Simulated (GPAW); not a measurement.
# CuAu (R-3m) in GPAW: notebook

One crystal, CuAu, is run at these levels: LDA, AM05; tasks: optical spectrum.

Everything below comes from runs of GPAW 26.7.0. Logs are shortened: lines on timing, memory, paths and dates and some standing lists are left out, and cuts for length are marked. The log counts tension as positive stress, the text compression.

## (1) The structure

Symmetry: R-3m, No. 166, trigonal system. Conventional cell: a = 2.886 Å, b = 2.886 Å, c = 12.769 Å, α = 90.00°, β = 90.00°, γ = 120.00°. Au (site symmetry -3m) is surrounded by 6 Cu at 2.70 Å and 6 Au at 2.89 Å. Around Cu (site symmetry -3m) lie 6 Au at 2.70 Å and 6 Cu at 2.89 Å.

The cell comes from a database or a generator and needn't be the stable form of this composition.

## (2) Optical spectrum, LDA

File run.py:

```python
from ase.dft.bandgap import bandgap
from ase.io import read, write
from gpaw import GPAW, PW
from gpaw.response.df import DielectricFunction

atoms = read('POSCAR')

calc = GPAW(mode=PW(400),
            xc='LDA',
            kpts={'size': (9, 9, 9), 'gamma': True},
            occupations={'name': 'fermi-dirac', 'width': 0.05},
            nbands=23,
            convergence={'density': 1e-06},
            maxiter=150,
            txt='gpaw.txt')
atoms.calc = calc
energy = atoms.get_potential_energy()
calc.write('gs.gpw')
write('result.traj', atoms)
print(f'Energy: {energy:.6f} eV')
print('Fermi level:', round(calc.get_fermi_level(), 4), 'eV')
print(f'Gap: {bandgap(calc)[0]:.4f} eV, direct: {bandgap(calc, direct=True)[0]:.4f} eV')

dense = calc.fixed_density(kpts={'size': (17, 17, 17), 'gamma': True},
                           nbands=37, convergence={'bands': 31, 'eigenstates': 1e-7},
                           update_fermi_level=True, txt='dense.txt')
dense.write('dense.gpw', mode='all')

df = DielectricFunction('dense.gpw', frequencies={'type': 'nonlinear', 'domega0': 0.05, 'omega2': 10},
                        eta=0.1, ecut=50, nbands=31, rate='eta', txt='df.txt')
for direction in ['x', 'z']:
    df.get_dielectric_function(xc='RPA', direction=direction, filename=f'df_{direction}.csv')
```

File POSCAR:

```
CuAu
1.0
    1.4430568479      0.8331492596      4.2561707609
   -1.4430568479      0.8331492596      4.2561707609
    0.0000000000     -1.6662985192      4.2561707609
Au Cu
1 1
Direct
    0.0000000000      0.0000000000      0.0000000000
    0.5000000000      0.5000000000      0.5000000000
```

Potentials or basis: the program's PAW data sets (release 1.2.1) made for this functional, pw.

Run with:

```sh
OMP_NUM_THREADS=1 python run.py
```

gpaw.txt:

```text
__  _  _
 | _ |_)|_||  |
 |__||  | ||/\| - 26.7.0

Input parameters:
  mode=PW(ecut=400.0),
  convergence={'density': 1e-06},
  kpts=MonkhorstPack(size=(9, 9, 9), gamma=True),
  maxiter=150,
  nbands=23,
  occupations=Occupations(name='fermi-dirac', width=0.05),
  xc=XC(name='LDA')

Diagonalizing LCAO Hamiltonian
Converting LCAO to pw mode

       Cu

       Au

Atoms  # Å, Bohr magnetons
|   | symbol |        x |        y |        z |    initial magnetic moments |
|---|--------|----------|----------|----------|-----------------------------|
| 0 |     Au | 0.000000 | 0.000000 | 0.000000 | ( 0.0000,  0.0000,  0.0000) |
| 1 |     Cu | 0.000000 | 0.000000 | 6.384256 | ( 0.0000,  0.0000,  0.0000) |

Unit cell  # Å
| periodic |         x |         y |        z |  lengths |    angles |
|----------|-----------|-----------|----------|----------|-----------|
|      yes |  1.443057 |  0.833149 | 4.256171 | 4.570726 | 36.808229 |
|      yes | -1.443057 |  0.833149 | 4.256171 | 4.570726 | 36.808229 |
|      yes |  0.000000 | -1.666299 | 4.256171 | 4.570726 | 36.808229 |

Number of symmetries: 12
Symmetry operations  # r_c * U_cc + t_c -> r_c
|    | kind |            matrix            |
|----|------|------------------------------|
|  0 |  E   |  1, 0, 0,  0, 1, 0,  0, 0, 1 |
|  1 |  σ   |  1, 0, 0,  0, 0, 1,  0, 1, 0 |
|  2 |  σ   |  0, 1, 0,  1, 0, 0,  0, 0, 1 |
|  3 |  C3  |  0, 1, 0,  0, 0, 1,  1, 0, 0 |
|  4 |  C3  |  0, 0, 1,  1, 0, 0,  0, 1, 0 |
|  5 |  σ   |  0, 0, 1,  0, 1, 0,  1, 0, 0 |
|  6 |  C2  |  0, 0,-1,  0,-1, 0, -1, 0, 0 |
|  7 |  S6  |  0, 0,-1, -1, 0, 0,  0,-1, 0 |
|  8 |  S6  |  0,-1, 0,  0, 0,-1, -1, 0, 0 |
|  9 |  C2  |  0,-1, 0, -1, 0, 0,  0, 0,-1 |
| 10 |  C2  | -1, 0, 0,  0, 0,-1,  0,-1, 0 |
| 11 |  i   | -1, 0, 0,  0,-1, 0,  0, 0,-1 |

BZ-sampling:
  Number of BZ points: 729
  Number of IBZ points: 85

  Monkhorst-Pack size: [9, 9, 9]
  Monkhorst-Pack shift: [0, 0, 0]

K-points  # in reciprocal-cell coordinates
|     |                                coordinates |     weight |
|-----|--------------------------------------------|------------|
|   0 | (  0.00000000,   0.00000000,   0.00000000) | 0.00137174 |
|   1 | (  0.11111111,   0.00000000,  -0.11111111) | 0.00823045 |
|   2 | (  0.11111111,   0.00000000,   0.00000000) | 0.00823045 |
|   3 | (  0.11111111,   0.11111111,  -0.11111111) | 0.00823045 |
|   4 | (  0.11111111,   0.11111111,   0.00000000) | 0.00823045 |
|   5 | (  0.11111111,   0.11111111,   0.11111111) | 0.00274348 |
|   6 | (  0.22222222,  -0.11111111,  -0.11111111) | 0.00823045 |
|   7 | (  0.22222222,   0.00000000,  -0.22222222) | 0.00823045 |
|   8 | (  0.22222222,   0.00000000,  -0.11111111) | 0.01646091 |
|   9 | (  0.22222222,   0.00000000,   0.00000000) | 0.00823045 |
| ... |                                            |            |
|  84 | (  0.44444444,   0.44444444,   0.44444444) | 0.00274348 |

Plane wave coefficients: 578
Cutoff: 400.0 eV

Spin-components: 1 (collinear spins)
Bands:           23
Projectors:      12
Spin-degeneracy: 2
Datatype:        complex128

Parallelization:
  kpt:    1
  domain: 1
  band:   1

Density:
  Valence electrons: 22.0
  Components: 1
  Grid points: [24 24 24]
  Charge: 0.0  # |e|

Potential:
  Grid points: [24 24 24]

species:
  Au:
    name:    Gold
    Z:       79.0
    valence: 11
    core:    68
    charge:  0.0  # [|e|]
    compensation charges:
      type: gauss
      rc: 0.42  # [Å]
      lmax: 2
    cutoffs:
      filter: 2.33  # [Å]
      core: 2.81  # [Å]
    projectors
    | kind |    occ | energy [eV] | rcut [Å] |
    |------|--------|-------------|----------|
    |   6s |  1.000 |      -6.048 |    1.323 |
    |   6p |  0.000 |      -0.888 |    1.323 |
    |   5d | 10.000 |      -7.129 |    1.323 |
    |    s |        |      21.163 |    1.323 |
    |    p |        |      26.323 |    1.323 |
    |    d |        |      20.082 |    1.323 |

    Using partial waves for Au as LCAO basis

  Cu:
    name:    Copper
    Z:       29.0
    valence: 11
    core:    18
    charge:  0.0  # [|e|]
    compensation charges:
      type: gauss
      rc: 0.33  # [Å]
      lmax: 2
    cutoffs:
      filter: 2.06  # [Å]
      core: 2.43  # [Å]
    projectors
    | kind |    occ | energy [eV] | rcut [Å] |
    |------|--------|-------------|----------|
    |   4s |  1.000 |      -4.857 |    1.164 |
    |   4p |  0.000 |      -0.783 |    1.164 |
    |   3d | 10.000 |      -5.324 |    1.058 |
    |    s |        |      22.354 |    1.164 |
    |    p |        |      26.429 |    1.164 |
    |    d |        |      21.887 |    1.058 |

    Using partial waves for Cu as LCAO basis

Reference energy: -561264.669983  # eV

eigensolver:
  PPCG
  Converge bands: occupied
  niter=2

density mixing:
  MSR1-Mixer
  Pratt-step length: 0.05
  Maximum mixing coefficient: 0.75
  Old densities: 10
  SVD Regularization: 0.005
  Good broyden scale: 1.0
  Trust region scale: 1.0
  Backstep threshold: 4.0
  History deletion threshold: 6.0
  Fourier metric: weight=20.0, sigma=0.015

occupation numbers:
  Fermi-Dirac:
    width: 0.0500  # eV

poisson solver:
  ecut: 3200.0  # eV

xc functional:
  name: None

convergence criteria:
- Maximum integral of absolute [dens]ity change: 1e-06 electrons / valence electron
- Maximum [total energy] change in last 3 cyles: 0.0005 eV / valence electron
- Maximum integral of absolute [eigenst]ate change: 4e-08 eV^2 / valence electron
maximum number of iterations: 150

SCF iterations
|iter     | |      energy | eigst |  dens |
|---------|-|-------------|-------|-------|
|iter:   1| |   -9.924231 | -0.26 |       |
|iter:   2| |   -9.533292 | -2.58 | -0.97 |
|iter:   3| |   -8.840231 | -1.90 | -1.05 |
|iter:   4| |   -8.745030 | -2.59 | -1.52 |
|iter:   5| |   -8.731608 | -4.44 | -2.01 |
|iter:   6| |   -8.724995 | -4.38 | -2.19 |
|iter:   7| |   -8.724603c| -5.07 | -2.73 |
|iter:   8| |   -8.724579c| -5.75 | -3.25 |
|iter:   9| |   -8.724580c| -7.51c| -4.15 |
|iter:  10| |   -8.724581c| -7.71c| -4.73 |
|iter:  11| |   -8.724581c| -8.19c| -5.32 |
|iter:  12| |   -8.724581c| -8.99c| -5.81 |
|iter:  13| |   -8.724581c| -9.50c| -6.80c|

Converged in 13 steps
Energy contributions relative to reference atoms: (reference = -561264.669983)

Energy contributions:
  Kinetic:         -23.844488
  Coulomb:          19.067950
  Zero:              0.258394
  External:          0.000000
  Xc:               -4.202567
  Entropy:          -0.007738
  Spinorbit:         0.000000
  ----------------------------
  Free energy:      -8.728450
  Extrapolated:     -8.724581

dipole moment: (0.000000, 0.000000, -44.125772)  # |e|*Ang

Fermi level: 8.144
Eigenvalues  # (at kpt = [0.000, 0.000, 0.000])
| band index |      eig [eV] | occ [0-2] |
|------------|---------------|-----------|
|          0 |        -1.377 |     2.000 |
|        ... |               |           |
|          4 |         4.337 |     2.000 |
|          5 |         4.337 |     2.000 |
|          6 |         5.389 |     2.000 |
|          7 |         5.906 |     2.000 |
|          8 |         5.906 |     2.000 |
|          9 |         6.533 |     2.000 |
[... 8 lines left out ...]
|         18 |        28.745 |     0.000 |
|         19 |        29.609 |     0.000 |
|        ... |               |           |
|         22 |        32.991 |     0.000 |

No gap
No difference between direct/indirect transitions
# Writing to gs.gpw (mode='')
```

It took 11 min on 1 thread of Arm Neoverse V1, shared host; peak memory 0.57 GiB.

What came out:

```
Free energy            : -8.7284 eV
Band gap on the k mesh : none (metal or under the smearing width)
```

Dielectric function (mean over the directions given):
```csv
energy (eV),real part,imaginary part
0.77,-125.59,39.86
1.15,-53.42,14.42
1.66,-20.47,9.21
2.18,-10.49,9.42
2.54,-6.73,7.75
3.04,-4.41,8.02
3.56,-4.89,6.68
4.03,-3.36,4.96
4.44,-2.51,4.99
4.94,-1.90,5.22
5.38,-1.16,4.34
5.91,-1.67,4.45
6.31,-1.30,3.93
6.79,-1.38,3.67
7.29,-1.33,2.99
7.81,-1.07,2.80
8.16,-0.89,2.60
8.71,-0.74,2.39
9.18,-0.65,2.11
9.66,-0.34,1.97
10.06,-0.45,1.99
10.57,-0.32,1.81
11.09,-0.12,1.78
11.52,-0.19,1.77
11.96,-0.17,1.64
12.42,-0.15,1.56
12.88,-0.09,1.43
13.48,-0.08,1.34
13.85,-0.04,1.38
14.35,-0.07,1.27
14.86,-0.01,1.19
15.39,-0.02,1.06
15.80,0.04,1.04
16.36,0.08,0.95
16.93,0.08,0.87
17.51,0.18,0.80
17.96,0.23,0.78
18.58,0.28,0.76
19.22,0.35,0.71
19.87,0.44,0.74
```

Caveat: the intraband term hangs on this k mesh; the long-wavelength limit can be off by several per cent where d states take part; independent-particle spectra lack excitons; the program warned that so skewed a cell can give wrong results.

## (3) Optical spectrum, AM05

run.py: that of step 2 with these lines changed.

```diff
@@ -2,4 +2,6 @@
 from ase.io import read, write
-from gpaw import GPAW, PW
+from gpaw import GPAW, PW, setup_paths
 from gpaw.response.df import DielectricFunction
+
+setup_paths.insert(0, '.')
 
@@ -8,3 +10,3 @@
 calc = GPAW(mode=PW(400),
-            xc='LDA',
+            xc='AM05',
             kpts={'size': (9, 9, 9), 'gamma': True},
```

POSCAR is that of step 2.

Potentials or basis: PAW data sets generated in the run's folder for this functional, pw.

Run with:

```sh
gpaw-setup -f AM05 Au Cu
OMP_NUM_THREADS=1 python run.py
```

gpaw.txt:

```text
__  _  _
 | _ |_)|_||  |
 |__||  | ||/\| - 26.7.0

Input parameters:
  mode=PW(ecut=400.0),
  convergence={'density': 1e-06},
  kpts=MonkhorstPack(size=(9, 9, 9), gamma=True),
  maxiter=150,
  nbands=23,
  occupations=Occupations(name='fermi-dirac', width=0.05),
  xc=XC(name='AM05')

Diagonalizing LCAO Hamiltonian
Converting LCAO to pw mode

       Cu

       Au

Atoms  # Å, Bohr magnetons
|   | symbol |        x |        y |        z |    initial magnetic moments |
|---|--------|----------|----------|----------|-----------------------------|
| 0 |     Au | 0.000000 | 0.000000 | 0.000000 | ( 0.0000,  0.0000,  0.0000) |
| 1 |     Cu | 0.000000 | 0.000000 | 6.384256 | ( 0.0000,  0.0000,  0.0000) |

Unit cell  # Å
| periodic |         x |         y |        z |  lengths |    angles |
|----------|-----------|-----------|----------|----------|-----------|
|      yes |  1.443057 |  0.833149 | 4.256171 | 4.570726 | 36.808229 |
|      yes | -1.443057 |  0.833149 | 4.256171 | 4.570726 | 36.808229 |
|      yes |  0.000000 | -1.666299 | 4.256171 | 4.570726 | 36.808229 |

Number of symmetries: 12
Symmetry operations  # r_c * U_cc + t_c -> r_c
|    | kind |            matrix            |
|----|------|------------------------------|
|  0 |  E   |  1, 0, 0,  0, 1, 0,  0, 0, 1 |
|  1 |  σ   |  1, 0, 0,  0, 0, 1,  0, 1, 0 |
|  2 |  σ   |  0, 1, 0,  1, 0, 0,  0, 0, 1 |
|  3 |  C3  |  0, 1, 0,  0, 0, 1,  1, 0, 0 |
|  4 |  C3  |  0, 0, 1,  1, 0, 0,  0, 1, 0 |
|  5 |  σ   |  0, 0, 1,  0, 1, 0,  1, 0, 0 |
|  6 |  C2  |  0, 0,-1,  0,-1, 0, -1, 0, 0 |
|  7 |  S6  |  0, 0,-1, -1, 0, 0,  0,-1, 0 |
|  8 |  S6  |  0,-1, 0,  0, 0,-1, -1, 0, 0 |
|  9 |  C2  |  0,-1, 0, -1, 0, 0,  0, 0,-1 |
| 10 |  C2  | -1, 0, 0,  0, 0,-1,  0,-1, 0 |
| 11 |  i   | -1, 0, 0,  0,-1, 0,  0, 0,-1 |

BZ-sampling:
  Number of BZ points: 729
  Number of IBZ points: 85

  Monkhorst-Pack size: [9, 9, 9]
  Monkhorst-Pack shift: [0, 0, 0]

K-points  # in reciprocal-cell coordinates
|     |                                coordinates |     weight |
|-----|--------------------------------------------|------------|
|   0 | (  0.00000000,   0.00000000,   0.00000000) | 0.00137174 |
|   1 | (  0.11111111,   0.00000000,  -0.11111111) | 0.00823045 |
|   2 | (  0.11111111,   0.00000000,   0.00000000) | 0.00823045 |
|   3 | (  0.11111111,   0.11111111,  -0.11111111) | 0.00823045 |
|   4 | (  0.11111111,   0.11111111,   0.00000000) | 0.00823045 |
|   5 | (  0.11111111,   0.11111111,   0.11111111) | 0.00274348 |
|   6 | (  0.22222222,  -0.11111111,  -0.11111111) | 0.00823045 |
|   7 | (  0.22222222,   0.00000000,  -0.22222222) | 0.00823045 |
|   8 | (  0.22222222,   0.00000000,  -0.11111111) | 0.01646091 |
|   9 | (  0.22222222,   0.00000000,   0.00000000) | 0.00823045 |
| ... |                                            |            |
|  84 | (  0.44444444,   0.44444444,   0.44444444) | 0.00274348 |

Plane wave coefficients: 578
Cutoff: 400.0 eV

Spin-components: 1 (collinear spins)
Bands:           23
Projectors:      12
Spin-degeneracy: 2
Datatype:        complex128

Parallelization:
  kpt:    1
  domain: 1
  band:   1

Density:
  Valence electrons: 22.0
  Components: 1
  Grid points: [24 24 24]
  Charge: 0.0  # |e|

Potential:
  Grid points: [24 24 24]

species:
  Au:
    name:    Gold
    Z:       79.0
    valence: 11
    core:    68
    charge:  0.0  # [|e|]
    compensation charges:
      type: gauss
      rc: 0.42  # [Å]
      lmax: 2
    cutoffs:
      filter: 2.33  # [Å]
      core: 2.81  # [Å]
    projectors
    | kind |    occ | energy [eV] | rcut [Å] |
    |------|--------|-------------|----------|
    |   6s |  1.000 |      -5.713 |    1.323 |
    |   6p |  0.000 |      -0.687 |    1.323 |
    |   5d | 10.000 |      -6.888 |    1.323 |
    |    s |        |      21.499 |    1.323 |
    |    p |        |      26.524 |    1.323 |
    |    d |        |      20.324 |    1.323 |

    Using partial waves for Au as LCAO basis

  Cu:
    name:    Copper
    Z:       29.0
    valence: 11
    core:    18
    charge:  0.0  # [|e|]
    compensation charges:
      type: gauss
      rc: 0.33  # [Å]
      lmax: 2
    cutoffs:
      filter: 2.06  # [Å]
      core: 2.43  # [Å]
    projectors
    | kind |    occ | energy [eV] | rcut [Å] |
    |------|--------|-------------|----------|
    |   4s |  1.000 |      -4.554 |    1.164 |
    |   4p |  0.000 |      -0.632 |    1.164 |
    |   3d | 10.000 |      -5.051 |    1.058 |
    |    s |        |      22.657 |    1.164 |
    |    p |        |      26.579 |    1.164 |
    |    d |        |      22.160 |    1.058 |

    Using partial waves for Cu as LCAO basis

Reference energy: -561280.382994  # eV

eigensolver:
  PPCG
  Converge bands: occupied
  niter=2

density mixing:
  MSR1-Mixer
  Pratt-step length: 0.05
  Maximum mixing coefficient: 0.75
  Old densities: 10
  SVD Regularization: 0.005
  Good broyden scale: 1.0
  Trust region scale: 1.0
  Backstep threshold: 4.0
  History deletion threshold: 6.0
  Fourier metric: weight=20.0, sigma=0.015

occupation numbers:
  Fermi-Dirac:
    width: 0.0500  # eV

poisson solver:
  ecut: 3200.0  # eV

xc functional:
  name: AM05 with 2 nearest neighbor stencil

convergence criteria:
- Maximum integral of absolute [dens]ity change: 1e-06 electrons / valence electron
- Maximum [total energy] change in last 3 cyles: 0.0005 eV / valence electron
- Maximum integral of absolute [eigenst]ate change: 4e-08 eV^2 / valence electron
maximum number of iterations: 150

SCF iterations
|iter     | |      energy | eigst |  dens |
|---------|-|-------------|-------|-------|
|iter:   1| |   -8.379146 | -0.33 |       |
|iter:   2| |   -8.005604 | -2.78 | -0.97 |
|iter:   3| |   -7.340169 | -2.15 | -1.05 |
|iter:   4| |   -7.248293 | -2.97 | -1.51 |
|iter:   5| |   -7.238020 | -4.35 | -1.98 |
|iter:   6| |   -7.233086 | -4.25 | -2.15 |
|iter:   7| |   -7.232880c| -5.24 | -2.74 |
|iter:   8| |   -7.232871c| -5.90 | -3.24 |
|iter:   9| |   -7.232873c| -7.72c| -4.14 |
|iter:  10| |   -7.232873c| -7.67c| -4.68 |
|iter:  11| |   -7.232873c| -8.33c| -5.42 |
|iter:  12| |   -7.232873c| -8.97c| -5.81 |
|iter:  13| |   -7.232873c| -9.63c| -6.66c|

Converged in 13 steps
Energy contributions relative to reference atoms: (reference = -561280.382994)

Energy contributions:
  Kinetic:         -27.199130
  Coulomb:          22.021593
  Zero:              0.386917
  External:          0.000000
  Xc:               -2.438582
  Entropy:          -0.007343
  Spinorbit:         0.000000
  ----------------------------
  Free energy:      -7.236545
  Extrapolated:     -7.232873

dipole moment: (0.000000, -0.000000, -43.994855)  # |e|*Ang

Fermi level: 8.366
Eigenvalues  # (at kpt = [0.000, 0.000, 0.000])
| band index |      eig [eV] | occ [0-2] |
|------------|---------------|-----------|
|          0 |        -1.136 |     2.000 |
|        ... |               |           |
|          4 |         4.561 |     2.000 |
|          5 |         4.561 |     2.000 |
|          6 |         5.639 |     2.000 |
|          7 |         6.152 |     2.000 |
|          8 |         6.152 |     2.000 |
|          9 |         6.770 |     2.000 |
|         10 |         6.770 |     2.000 |
|         11 |         8.193 |     1.940 |
|         12 |        12.918 |     0.000 |
|         13 |        23.704 |     0.000 |
|         14 |        24.651 |     0.000 |
|         15 |        24.651 |     0.000 |
|         16 |        26.417 |     0.000 |
|         17 |        28.897 |     0.000 |
|         18 |        28.897 |     0.000 |
|         19 |        29.760 |     0.000 |
|        ... |               |           |
|         22 |        33.019 |     0.000 |

No gap
No difference between direct/indirect transitions
# Writing to gs.gpw (mode='')
```

Wall time 10 min (1 thread of Arm Neoverse V1, shared host); peak memory 0.57 GiB.

What came out:

| Property | Result |
| --- | --- |
| Free energy | -7.2365 eV |
| Band gap on the k mesh | none (metal or under the smearing width) |

Dielectric function (mean over the directions given):
```tsv
energy (eV)	real part	imaginary part
0.77	-125.16	39.92
1.15	-53.16	14.34
1.66	-20.31	9.12
2.18	-10.35	9.51
2.54	-6.75	7.73
3.04	-4.61	8.04
3.56	-4.86	6.98
4.03	-3.51	4.97
4.44	-2.44	5.13
4.94	-1.90	5.15
5.38	-1.19	4.26
5.91	-1.53	4.41
6.31	-1.16	3.85
6.79	-1.27	3.62
7.29	-1.33	2.99
7.81	-1.02	2.81
8.16	-0.81	2.55
8.71	-0.66	2.39
9.18	-0.59	2.11
9.66	-0.29	2.00
10.06	-0.40	2.02
10.57	-0.27	1.85
11.09	-0.10	1.81
11.52	-0.14	1.77
11.96	-0.17	1.68
12.42	-0.11	1.60
12.88	-0.06	1.47
13.48	-0.07	1.38
13.85	-0.04	1.40
14.35	-0.06	1.29
14.86	0.00	1.21
15.39	-0.01	1.08
15.80	0.05	1.06
16.36	0.10	0.97
16.93	0.09	0.89
17.51	0.20	0.85
17.96	0.24	0.81
18.58	0.28	0.80
19.22	0.36	0.74
19.87	0.44	0.82
```

Caveat: the intraband term hangs on this k mesh; the long-wavelength limit can be off by several per cent where d states take part; independent-particle spectra lack excitons; the program warned that so skewed a cell can give wrong results. Spin-orbit coupling is left out, which matters for the levels of Au.
